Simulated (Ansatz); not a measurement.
**PbO2: relaxation of the atoms with r2SCAN+D4**

Crystal: PbO2.

```
Pb O
1.0
     0.00000    2.70199    2.70199
     2.70199    0.00000    2.70199
     2.70199    2.70199    0.00000
Pb O
1 2
Direct
  0.02484 0.96690 0.99736
  0.73497 0.73081 0.74686
  0.22085 0.21635 0.30785
```

The cell comes from a database or a generator and needn't be the stable form of this composition.

The cell isn't the ideal one: atoms moved at random.

* Program: Ansatz 0.2.0
* Task: relaxation of the atoms
* Functional: r2SCAN
* Dispersion: D4
* Potentials or basis: all-electron PAW datasets made for the crystal
* k mesh: 7 × 7 × 7
* Occupations: fermi-dirac, width 0.05 eV
* Spin: no spin polarisation
* Kpoints mp grid shift: [0.5, 0.5, 0.5]

```
Energy gained by relaxing    : 59.6 meV/atom
Ionic steps                  : 4
Pressure after relaxing      : -8.0 GPa
Largest force after relaxing : 0.011 eV/Å
```

Forces on the atoms (eV/Å):
```
Pb   0.007  0.003 -0.006
O   -0.002  0.005  0.000
O   -0.005 -0.008  0.005
```

Step by step:
```csv
step,energy change (eV),largest force (eV/Å)
1,0.0000,1.6082
2,-0.1480,0.5741
3,-0.1787,0.0107
4,-0.1787,0.0110
```

Final structure:
```
Pb O
1.0
     0.00000    2.70199    2.70199
     2.70199    0.00000    2.70199
     2.70199    2.70199    0.00000
Pb O
1 2
Direct
  0.99376 0.97141 0.01699
  0.74344 0.72150 0.76738
  0.24346 0.22115 0.26770
```

Wall time 3.2 min on 2 threads of Arm Neoverse V2 (shared host), peak memory 1.5 GiB.

Spin-orbit coupling is left out, which matters for the levels of Pb.
